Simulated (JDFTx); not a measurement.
MgSe:

```
Se Mg
1.0
     0.00000    2.72550    2.72550
     2.72550    0.00000    2.72550
     2.72550    2.72550    0.00000
Se Mg
1 1
Direct
  0.50000 0.50000 0.50000
  0.00000 0.00000 0.00000
```

```yaml
Program: JDFTx 1.7.0 (patched build)
Task: single point
Functional: PBEsol
Potentials_or_basis: PseudoDojo-SR-PBEsol-0.4.1-standard with smoothed tails
Cutoff: 1170 eV
Density_cutoff: 9361 eV
k_mesh: 8 × 8 × 8
Occupations: fermi-dirac, width 0.05 eV
Spin: no spin polarisation
```

On this cell: pressure 0.0 GPa; largest force zero by symmetry; band gap on the k mesh 1.77 eV, indirect (least direct gap 2.50 eV).

The same run follows on a disturbed copy (atoms moved at random, drawn with an rms of 0.05 Å):

```xyz
2
Lattice="0.0000 2.7255 2.7255 2.7255 0.0000 2.7255 2.7255 2.7255 0.0000" Properties=species:S:1:pos:R:3 pbc="T T T"
Se    2.7313    2.6832    2.7022
Mg   -0.0481   -0.0144   -0.0162
```

Q: What changes?

A: The energy moves by +2.3 meV/atom; pressure 0.1 GPa; largest force 0.151 eV/Å; band gap on the k mesh 1.77 eV, indirect (least direct gap 2.49 eV).

Forces in eV/Å, atoms in the order of the input:
```
Se  -0.133  0.068  0.016
Mg   0.133 -0.068 -0.017
```

Stress tensor (GPa, compression positive):
```
 0.25  0.02  0.00
 0.02  0.04  0.00
 0.00  0.00 -0.03
```

A k mesh can miss the band edges.
